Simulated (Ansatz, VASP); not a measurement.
## Two plane-wave programs on PbS

INCAR

```
SYSTEM = PbS
ALGO = Normal
EDIFF = 1E-7
ENCUT = 520
GGA = PE
ISIF = 2
ISMEAR = -1
LASPH = .TRUE.
LCHARG = .FALSE.
LREAL = .FALSE.
LWAVE = .FALSE.
NBANDS = 17
NELM = 80
PREC = Accurate
SIGMA = 0.05
```

File KPOINTS:

```
k-points
0
G
  7 7 7
  0 0 0
```

Contents of POSCAR:

```
PbS
1.0
    3.5790736024      0.0000000000      0.0000000000
    0.0000000000      3.5790736024      0.0000000000
    0.0000000000      0.0000000000      3.5790736024
Pb S
1 1
Direct
    0.0000000000      0.0000000000      0.0000000000
    0.5000000000      0.5000000000      0.5000000000
```

The input input.yaml:

```yaml
crystal:
  lattice:
    - [3.5790736024, 0.0, 0.0]
    - [0.0, 3.5790736024, 0.0]
    - [0.0, 0.0, 3.5790736024]
  atoms:
    - { symbol: Pb, position: [0.0, 0.0, 0.0] }
    - { symbol: S, position: [0.5, 0.5, 0.5] }
hamiltonian:
  xc: pbe
  pseudopotentials: { kind: paw }
kpoints:
  mp_grid: { grid: [7, 7, 7] }
scf:
  occupations: { method: fermi_dirac, width: 0.05 }
output:
  forces: true
  stress: true
  eigenvalues: true
```

Change from the starting cell: volume scaled by 0.94.

Alike in both runs: task single point; functional PBE; k mesh 7 × 7 × 7; occupations fermi-dirac, width 0.05 eV; no spin polarisation.

```csv
,VASP,Ansatz
version,VASP 6.6.1,Ansatz 0.2.0
potentials or method,"VASP PAW PBE potentials, release 64 (Pb_d, S)",Ansatz PAW
plane-wave cutoff (eV),520,420
valence electrons in the cell,20,20
```

```tsv
	VASP	Ansatz	Ansatz less VASP
gap on the k mesh at the Fermi level (eV)	none	none	-
pressure (GPa)	3.5	3.5	+0.07
```

A gap of «none» marks a metal or a gap that the smearing closes. The functional is the same, so the differences come from potentials, cutoffs and numerics.

Spin-orbit coupling is left out, which matters for the levels of Pb.
